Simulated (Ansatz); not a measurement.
Runs of Ansatz 0.2.0 on Si. It takes space group I4/mmm (No. 139, tetragonal). The conventional cell has a = 3.254 Å, b = 3.254 Å, c = 2.641 Å, α = 90.00°, β = 90.00°, γ = 90.00°. Si (site symmetry 4/mmm) is surrounded by 10 Si at 2.64 to 2.65 Å. This isn't the form of Si at room conditions, which is diamond.

```tsv
screening of exact exchange	gap on the mesh (eV)	pressure (GPa)
0.4 1/A	none	2.2
0.6 1/A	none	2.7
0.1 1/A	none	1.4
0.15 1/A	none	1.5
0.2 1/A	none	(a)
0.3 1/A	none	(b)
```

Alike in all rows: task single point; level HSE(alpha, omega); potentials or basis all-electron PAW datasets made for the crystal; no spin polarisation; cell as given; k mesh 7 × 7 × 7; cutoff (eV) 200; smearing fermi-dirac 0.05 eV; the mesh is coarse, so values aren't converged.

Question: Estimate the missing entries.

Answer: (a) 1.6; (b) 1.9.

Caveats: all runs use coarse meshes; the k mesh is thin for a metal, which can move the energy by tens of meV per atom; the program warned that the printed levels may be off, so bands, gaps and densities of states are rough.

A gap of «none» marks a metal or a gap under the smearing width.

Runs at the PBE level aren't shown here.
